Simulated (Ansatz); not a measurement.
Harmonic frequencies (cm⁻¹) at PBE0-D4/def2-TZVP from Ansatz: 246, 371, 402, 488, 547, 654, 663, 714, 720, 756, 830, 866, 956, 995, 997, 1105, 1114, 1302, 1362, 1578, 1644, 2146, 2149, 3156, 3171, 3229, 3230.

**Question.** Which molecule is it?
A. `c1ccncc1`
B. `Fc1ccc[nH]1`
C. `Oc1ccsc1`
D. `C1=[CH][GeH2][CH]=C1`

**Answer.** D.
